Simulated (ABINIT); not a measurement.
# I (Cmce) in ABINIT: effective masses with PBE

Aim: the effective masses of I with PBE.

Program: ABINIT 10.8.3 (patched build). These are calculated values, not measurements. Logs are shortened: lines on timing, memory, paths and dates and some standing lists are left out, and cuts for length are marked. The log counts tension as positive stress, the text compression.

### Step 1. The crystal as given

The structure is orthorhombic, space group Cmce (No. 64). Conventional cell: a = 7.270 Å, b = 4.790 Å, c = 9.793 Å, α = 90.00°, β = 90.00°, γ = 90.00°. Around I (site symmetry m) lie 1 I at 2.68 Å.

### Step 2. Effective masses, PBE, spin-orbit coupling, no magnetisation

run.abi

```
# Datasets
ndtset 3

# Pseudopotentials
pp_dirpath "./"
pseudos "I.GGA_PBE-JTH.xml"

# Structure
acell 3*1.0
rprim
     6.8692206034    -4.5259318630     0.0000000000
     6.8692206034     4.5259318630     0.0000000000
     0.0000000000     0.0000000000    18.5069194180
ntypat 1
znucl 53
natom 4
typat 1 1 1 1
chkprim 0
chksymtnons 0
tolsym 1.0e-6
xred
   0.6493000000   0.3507000000   0.3844000000
   0.1493000000   0.8507000000   0.1156000000
   0.3507000000   0.6493000000   0.6156000000
   0.8507000000   0.1493000000   0.8844000000

# Plane-wave basis
ecut 11.0
pawecutdg 22.0
pawxcdev 0

# Exchange and correlation
ixc 11

# Bands and occupations
occopt 1

# Spin
nspinor 2
nspden 1
pawspnorb 1

# SCF cycle
nstep 80
diemac 6.0

# Output
iomode 3
prteig 0
prtebands 0

# Dataset 1: ground state
kptopt1 4
ngkpt1 5 5 2
nshiftk1 1
shiftk1 0.0 0.0 0.0
nband1 28
tolvrs1 1.0e-11
prtden1 1
prtwf1 0

# Datasets 2 and 3: the band edges
kptopt2 0
nkpt2 2
kpt2
  0.0 0.0 0.0
  0.4000000000 0.4000000000 0.0
istwfk2 2*1
nband2 34
getden2 1
kptopt3 0
nkpt3 2
kpt3
  0.0 0.0 0.0
  0.4000000000 0.4000000000 0.0
istwfk3 2*1
nband3 34
getden3 1

# Dataset 2: bands at fixed density
iscf2 -2
nbdbuf2 2
tolwfr2 1.0e-20
nstep2 200

# Dataset 3: effective masses
iscf3 -3
getwfk3 2
rfelfd3 2
rfdir3 1 1 1
nqpt3 1
qpt3 0.0 0.0 0.0
tolwfr3 1.0e-20
nbdbuf3 2
nstep3 200
efmas3 1
efmas_bands3 27 28 29 30
efmas_calc_dirs3 1
efmas_n_dirs3 5
efmas_dirs3
  1 0 0
  0 1 0
  0 0 1
  1 1 0
  1 1 1
efmas_ntheta3 100
prtwf3 0
prtden3 0
prtpot3 0
```

Potentials or basis: JTH PAW PBE v2.0.

Run with:

```bash
> abinit run.abi > log 2>&1
```

run.abo:

```text
.Version 10.8.3 of ABINIT
 DATASET    1 : space group C2 2 2_1 (# 20); Bravais oC (1-face-center ortho.)
================================================================================
 Values of the parameters that define the memory need for DATASET  1.
     intxc =       0    ionmov =       0      iscf =      17    lmnmax =       8
     lnmax =       4     mgfft =      60  mpssoang =       2    mqgrid =    3908
     natom =       4  nloc_mem =       2    nspden =       1   nspinor =       2
    nsppol =       1      nsym =       4    n1xccc =       1    ntypat =       1
    occopt =       1   xclevel =       2
       mpw =        2028          nfft =       43740          nkpt =          18
 PAW method is used; the additional fine FFT grid is defined by:
   mgfftf=        80    nfftf =    103680
================================================================================
================================================================================

 DATASET    2 : space group C2 2 2_1 (# 20); Bravais oC (1-face-center ortho.)
================================================================================
 Values of the parameters that define the memory need for DATASET  2.
     intxc =       0    ionmov =       0      iscf =      -2    lmnmax =       8
     lnmax =       4     mgfft =      60  mpssoang =       2    mqgrid =    3908
     natom =       4  nloc_mem =       2    nspden =       1   nspinor =       2
    nsppol =       1      nsym =       4    n1xccc =       1    ntypat =       1
    occopt =       1   xclevel =       2
       mpw =        2028          nfft =       43740          nkpt =           2
 PAW method is used; the additional fine FFT grid is defined by:
   mgfftf=        80    nfftf =    103680
================================================================================
================================================================================

 DATASET    3 : space group C2 2 2_1 (# 20); Bravais oC (1-face-center ortho.)
================================================================================
 Values of the parameters that define the memory need for DATASET  3 (RF).
     intxc =       0      iscf =      -3    lmnmax =       8     lnmax =       4
     mgfft =      60  mpssoang =       2    mqgrid =    3001     natom =       4
  nloc_mem =       2    nspden =       1   nspinor =       2    nsppol =       1
      nsym =       4    n1xccc =       1    ntypat =       1    occopt =       1
   xclevel =       2
      nfft =       43740          nkpt =           2
================================================================================
================================================================================

--------------------------------------------------------------------------------
------------- Echo of variables that govern the present computation ------------
--------------------------------------------------------------------------------
 -outvars: echo values of preprocessed input variables --------
            acell      1.0000000000E+00  1.0000000000E+00  1.0000000000E+00 Bohr
              amu      1.26904470E+02
          chkprim           0
      chksymtnons           0
           diemac      6.00000000E+00
             ecut      1.10000000E+01 Hartree
           getden1          0
           getden2          1
           getden3          1
           getwfk1          0
           getwfk2          0
           getwfk3          2
             iscf1         17
             iscf2         -2
             iscf3         -3
              ixc          11
           jdtset        1    2    3
           kptopt1          4
           kptopt2          0
           kptopt3          0
         kptrlatt        5    0    0      0    5    0      0    0    2
          kptrlen1     3.70138388E+01
          kptrlen2     3.00000000E+01
          kptrlen3     3.00000000E+01
            natom           4
            nband1         28
            nband2         34
            nband3         34
           nbdbuf1          0
           nbdbuf2          2
           nbdbuf3          2
           ndtset           3
            ngfft          27      27      60
          ngfftdg          36      36      80
             nkpt1         18
[... 436 lines left out ...]

 The list of irreducible perturbations for this q vector is:
    1)    idir= 1    ipert=   5
    2)    idir= 2    ipert=   5
    3)    idir= 3    ipert=   5

================================================================================
[... 157 lines left out ...]
 2DEtotal=   -0.4007809310E+01 Ha. Also 2DEtotal=   -0.109058047127E+03 eV
    (  non-var. 2DEtotal :   -4.0077853572E+00 Ha)

 CALCULATION OF EFFECTIVE MASSES
 NOTE : Additional infos (eff. mass eigenvalues, eigenvectors and, if degenerate, average mass) are available in stdout.

 COMMENTS:
 - At k-point ( 0.000, 0.000, 0.000), bands    27 through    28
   are DEGENERATE (effective mass tensor is therefore not defined).
   See Section IIIB Eqs. (67)-(70) and Appendix E of PRB 93 205147 (2016).
 - Angular average effective mass for Frohlich model is to be averaged over degenerate bands. See later.
 - Associated theta integrals calculated with ntheta=    100 points.

--- !WARNING
message: |

    Band(s)    27,    28,
    are not band extrema, but saddle points;
    the transport equivalent formalism breaks down in these conditions.
    The associated tensor(s) will therefore not be printed.
...

 K-point ( 0.000, 0.000, 0.000) | band =    27
 Transport equivalent effective mass tensor:
     *** SADDLE POINT: TRANSPORT EQV. EFF. MASS NOT DEFINED (see WARNING above) ***
 Angular average effective mass 1/(<1/m>)=  -2.9891725534
 Angular average effective mass for Frohlich model (<m**0.5>)**2=  -5.5972998500
 Effective masses along directions: (cart. coord. / red. coord. -> eff. mass)
    1:   1.000000  0.000000  0.000000 /   0.707107  0.707107  0.000000 ->  -0.9319946817
    2:   0.000000  1.000000  0.000000 /  -0.707107  0.707107  0.000000 ->   2.4419424225
    3:   0.000000  0.000000  1.000000 /   0.000000  0.000000  1.000000 ->  -2.9397935534
    4:   0.707107  0.707107  0.000000 /   0.201424  0.979504  0.000000 ->  -3.0145231267
    5:   0.577350  0.577350  0.577350 /   0.107197  0.521286  0.846623 ->  -2.9891789734

 K-point ( 0.000, 0.000, 0.000) | band =    28
 Transport equivalent effective mass tensor:
     *** SADDLE POINT: TRANSPORT EQV. EFF. MASS NOT DEFINED (see WARNING above) ***
 Angular average effective mass 1/(<1/m>)=  -2.9896047148
 Angular average effective mass for Frohlich model (<m**0.5>)**2=  -5.0932757528
 Effective masses along directions: (cart. coord. / red. coord. -> eff. mass)
    1:   1.000000  0.000000  0.000000 /   0.707107  0.707107  0.000000 ->  -0.9320167655
    2:   0.000000  1.000000  0.000000 /  -0.707107  0.707107  0.000000 ->   2.4418939237
    3:   0.000000  0.000000  1.000000 /   0.000000  0.000000  1.000000 ->  -2.9406737901
    4:   0.707107  0.707107  0.000000 /   0.201424  0.979504  0.000000 ->  -3.0147212531
    5:   0.577350  0.577350  0.577350 /   0.107197  0.521286  0.846623 ->  -2.9897131195

 Angular average effective mass for Frohlich model, averaged over degenerate bands.
 Value of     (<<m**0.5>>)**2 =     5.342316E+00
 Absolute Value of <<m**0.5>> =     2.311345E+00

 COMMENTS:
 - At k-point ( 0.400, 0.400, 0.000), bands    29 through    30
   are DEGENERATE (effective mass tensor is therefore not defined).
   See Section IIIB Eqs. (67)-(70) and Appendix E of PRB 93 205147 (2016).
 - Angular average effective mass for Frohlich model is to be averaged over degenerate bands. See later.
 - Associated theta integrals calculated with ntheta=    100 points.

--- !WARNING
message: |

    Band(s)    29,    30,
    are not band extrema, but saddle points;
    the transport equivalent formalism breaks down in these conditions.
    The associated tensor(s) will therefore not be printed.
...

 K-point ( 0.400, 0.400, 0.000) | band =    29
 Transport equivalent effective mass tensor:
     *** SADDLE POINT: TRANSPORT EQV. EFF. MASS NOT DEFINED (see WARNING above) ***
 Angular average effective mass 1/(<1/m>)=   9.1646159214
 Angular average effective mass for Frohlich model (<m**0.5>)**2=  19.0307456658
 Effective masses along directions: (cart. coord. / red. coord. -> eff. mass)
    1:   1.000000  0.000000  0.000000 /   0.707107  0.707107  0.000000 ->   7.0943150937
    2:   0.000000  1.000000  0.000000 /  -0.707107  0.707107  0.000000 -> -29.8829052967
    3:   0.000000  0.000000  1.000000 /   0.000000  0.000000  1.000000 ->   4.5485148185
    4:   0.707107  0.707107  0.000000 /   0.201424  0.979504  0.000000 ->  18.6056950642
    5:   0.577350  0.577350  0.577350 /   0.107197  0.521286  0.846623 ->   9.1646173691

 K-point ( 0.400, 0.400, 0.000) | band =    30
 Transport equivalent effective mass tensor:
     *** SADDLE POINT: TRANSPORT EQV. EFF. MASS NOT DEFINED (see WARNING above) ***
 Angular average effective mass 1/(<1/m>)=   9.1646114937
 Angular average effective mass for Frohlich model (<m**0.5>)**2=  19.0311942347
 Effective masses along directions: (cart. coord. / red. coord. -> eff. mass)
    1:   1.000000  0.000000  0.000000 /   0.707107  0.707107  0.000000 ->   7.0943137820
    2:   0.000000  1.000000  0.000000 /  -0.707107  0.707107  0.000000 -> -29.8829106854
    3:   0.000000  0.000000  1.000000 /   0.000000  0.000000  1.000000 ->   4.5485125374
    4:   0.707107  0.707107  0.000000 /   0.201424  0.979504  0.000000 ->  18.6056883184
    5:   0.577350  0.577350  0.577350 /   0.107197  0.521286  0.846623 ->   9.1646118739

 Angular average effective mass for Frohlich model, averaged over degenerate bands.
 Value of     (<<m**0.5>>)**2 =     1.903097E+01
 Absolute Value of <<m**0.5>> =     4.362450E+00

 END OF EFFECTIVE MASSES SECTION

================================================================================

 ---- first-order wavefunction calculations are completed ----

 respfn : d/dk was computed, but no 2DTE, so no DDB output.

== END DATASET(S) ==============================================================
================================================================================

 -outvars: echo values of variables after computation  --------
            acell      1.0000000000E+00  1.0000000000E+00  1.0000000000E+00 Bohr
           etotal1    -4.6672560533E+01
           etotal3    -4.0078093097E+00
            fcart1    -2.0548107529E-08 -1.0893676149E-02 -1.9410064523E-02
                       2.0548107529E-08 -1.0893676149E-02  1.9410064523E-02
                      -2.0548107529E-08  1.0893676149E-02  1.9410064523E-02
                       2.0548107529E-08  1.0893676149E-02 -1.9410064523E-02
            rprim      6.8692206034E+00 -4.5259318630E+00  0.0000000000E+00
                       6.8692206034E+00  4.5259318630E+00  0.0000000000E+00
                       0.0000000000E+00  0.0000000000E+00  1.8506919418E+01
           strten1    -3.9422176960E-05 -5.8907206978E-05 -1.3001473126E-04
                       0.0000000000E+00  0.0000000000E+00  0.0000000000E+00
           xangst      3.6350349975E+00 -7.1515297151E-01  3.7645983335E+00
                       3.6350349975E+00  1.6798670269E+00  1.1321216632E+00
                       3.6350349975E+00  7.1515297151E-01  6.0288416599E+00
                       3.6350349975E+00 -1.6798670269E+00  8.6613183301E+00
             xred      6.4930000000E-01  3.5070000000E-01  3.8440000000E-01
                       1.4930000000E-01  8.5070000000E-01  1.1560000000E-01
                       3.5070000000E-01  6.4930000000E-01  6.1560000000E-01
                       8.5070000000E-01  1.4930000000E-01  8.8440000000E-01
 Calculation completed.
```

Run time: 2 min. Hardware: 1 thread of Arm Neoverse V1, shared host; peak memory 0.56 GiB.

Results:

| Quantity | Value |
| --- | --- |
| Free energy | -1270.0251 eV |
| Pressure | 2.2 GPa |
| Largest force | 1.145 eV/Å |

Forces on the atoms (eV/Å):
```
I    0.000 -0.560 -0.998
I    0.000 -0.560  0.998
I    0.000  0.560  0.998
I    0.000  0.560 -0.998
```

Effective masses (electron masses):
| k point | band | state | eigenvalues of the tensor | along 100, 010, 001, 110, 111 |
| --- | --- | --- | --- | --- |
| (0.00, 0.00, 0.00) | 27 | filled | - | -0.932, 2.442, -2.940, -3.014, -2.989 |
| (0.00, 0.00, 0.00) | 28 | filled | - | -0.932, 2.442, -2.941, -3.015, -2.990 |
| (0.40, 0.40, 0.00) | 29 | empty | - | 7.094, -29.883, 4.548, 18.606, 9.165 |
| (0.40, 0.40, 0.00) | 30 | empty | - | 7.094, -29.883, 4.548, 18.606, 9.165 |

Caveat: the masses are taken at a mesh point that needn't be the band's extremum; forces of over 1 eV/Å show positions far from the minimum, so gaps and moduli don't describe the material at rest.
